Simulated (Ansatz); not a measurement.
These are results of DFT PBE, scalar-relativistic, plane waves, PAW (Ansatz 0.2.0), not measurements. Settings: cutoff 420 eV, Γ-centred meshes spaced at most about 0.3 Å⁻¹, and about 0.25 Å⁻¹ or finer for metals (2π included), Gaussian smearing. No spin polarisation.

Each guess is relaxed in cell and atoms at zero pressure, on a coarse mesh first where it starts far from rest and then on a converged one. The steps can't lower the symmetry of the start, but it can rise. Energies are static (0 K, no zero-point motion).

This guess for Si2Mo isn't its lowest structure:

```cif
data_structure
_symmetry_space_group_name_H-M 'Pmmm'
_symmetry_Int_Tables_number 47
_cell_length_a 4.6098
_cell_length_b 4.6799
_cell_length_c 4.9197
_cell_angle_alpha 90.000
_cell_angle_beta 90.000
_cell_angle_gamma 90.000
_cell_volume 106.14
loop_
_atom_site_label
_atom_site_type_symbol
_atom_site_symmetry_multiplicity
_atom_site_Wyckoff_symbol
_atom_site_fract_x
_atom_site_fract_y
_atom_site_fract_z
_atom_site_occupancy
Si1 Si 4 x 0.16624 0.50000 0.65038 1
Mo1 Mo 2 n 0.00000 0.72837 0.50000 1
```

Task: What does it relax into?

Result: Pmmm at 17.7 Å³/atom → Pmmm at 24.0 Å³/atom. Conventional cell: a = 4.752 Å, b = 5.456 Å, c = 5.554 Å. Si is surrounded by 2 Si at 2.35–2.36 Å and 2 Mo at 2.57 Å; around Mo lie 1 Mo at 2.19 Å, 1 Mo at 2.56 Å and 4 Si at 2.57 Å.

```yaml
crystal:
  lattice:
    - [4.75222, 0.00000, 0.00000]
    - [0.00000, 5.45584, 0.00000]
    - [0.00000, 0.00000, 5.55439]
  atoms:
    - { symbol: Si, position: [0.50000, 0.71608, 0.21175] }
    - { symbol: Si, position: [0.50000, 0.28392, 0.21175] }
    - { symbol: Si, position: [0.50000, 0.28392, 0.78825] }
    - { symbol: Si, position: [0.50000, 0.71608, 0.78825] }
    - { symbol: Mo, position: [0.23036, 0.00000, 0.50000] }
    - { symbol: Mo, position: [0.76964, 0.00000, 0.50000] }
```

Task: Compare it with the lowest Si2Mo structure at this level.

Result: It lies 1.39 eV/atom above the lowest of the 8 forms computed, a structure that the Crystallography Open Database (COD) lists. Space group I4/mmm (No. 139), tetragonal, a = 3.217 Å, c = 7.873 Å. Around Si lie 5 Si at 2.60–2.64 Å, 5 Mo at 2.62–2.64 Å and 4 Si at 3.22 Å; around Mo lie 10 Si at 2.62–2.64 Å and 4 Mo at 3.22 Å. That form has 13.6 Å³/atom and no gap on its mesh, nor has the guess's end. Counting Si atoms around Mo (those within 1.25 times the shortest such distance or 1.15 times the sum of covalent radii), the guess's end has Mo 4 and the lowest form has Mo 10. The guess's end holds Si–Si units of three or more atoms (shortest 2.35 Å); in the lowest form the shortest Si–Si distance is 2.60 Å, near bonding range too.

Some candidate types were left out of the draw beforehand, so a known form may be missing.
